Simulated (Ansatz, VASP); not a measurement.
Au: VASP beside Ansatz

File INCAR:

```
SYSTEM = Au
PREC = Accurate ; ENCUT = 520
EDIFF = 1E-6 ; ISMEAR = -1
SIGMA = 0.05 ; LREAL = .FALSE.
LASPH = .TRUE. ; NELM = 60
ALGO = Fast ; ISIF = 2
LWAVE = .FALSE. ; LCHARG = .FALSE.
GGA = PS ; NBANDS = 12
```

Contents of KPOINTS:

```
regular mesh
0
G
  10 10 10
  0 0 0
```

POSCAR

```
Au
1.0
    2.7484100000      0.0000000000      0.0000000000
    0.0000000000      2.7484100000      0.0000000000
    0.0000000000      0.0000000000      2.7484100000
Au
1
Direct
    0.5000000000      0.5000000000      0.5000000000
```

The input input.yaml:

```yaml
crystal:
  lattice:
    - [2.74841, 0.0, 0.0]
    - [0.0, 2.74841, 0.0]
    - [0.0, 0.0, 2.74841]
  atoms:
    - { symbol: Au, position: [0.5, 0.5, 0.5] }
hamiltonian:
  xc: pbesol
  pseudopotentials: { kind: paw }
kpoints:
  mp_grid: { grid: [10, 10, 10] }
  band_path:
    path:
      - [[0.0, 0.0, 0.0], [0.0, 0.5, 0.0], [0.5, 0.5, 0.0], [0.0, 0.0, 0.0], [0.5, 0.5, 0.5], [0.0, 0.5, 0.0]]
      - [[0.5, 0.5, 0.0], [0.5, 0.5, 0.5]]
    npoints: 14
scf:
  occupations: { method: fermi_dirac, width: 0.05 }
  n_extra_bands: 6
output:
  forces: true
  stress: true
  eigenvalues: true
  fatbands: false
  write_density: true
  write_potential: true
  elf: true
  volumetric_format: npy
```

The cell was built by a generator and needn't be a form met in nature.

Alike in both runs: functional PBEsol; k mesh 10 × 10 × 10; occupations fermi-dirac, width 0.05 eV; no spin polarisation.

|  | VASP | Ansatz |
| --- | --- | --- |
| version | VASP 6.6.1 | Ansatz 0.2.0 |
| potentials or method | VASP PAW PBE potentials, release 64 (Au) | Ansatz PAW |
| plane-wave cutoff (eV) | 520 | 420 |
| valence electrons in the cell | 11 | 19 |
| task | single point | band structure |

|  | VASP | Ansatz | Ansatz less VASP |
| --- | --- | --- | --- |
| gap on the k mesh at the Fermi level (eV) | none | none | - |
| pressure (GPa) | -6.4 | -6.3 | +0.09 |

A gap of «none» marks a metal or a gap that the smearing closes. The two sets of potentials don't hold the same shells in valence.

Caveats: the PAW data sets were made with another functional, which shifts forces and pressure a little (VASP); spin-orbit coupling is left out, which moves the levels of the heavy elements (Ansatz); the PAW data sets come from PBE, with cores solved anew for the run's functional, which leaves a small shift of forces and pressure (Ansatz). Spin-orbit coupling is left out, which matters for the levels of Au.
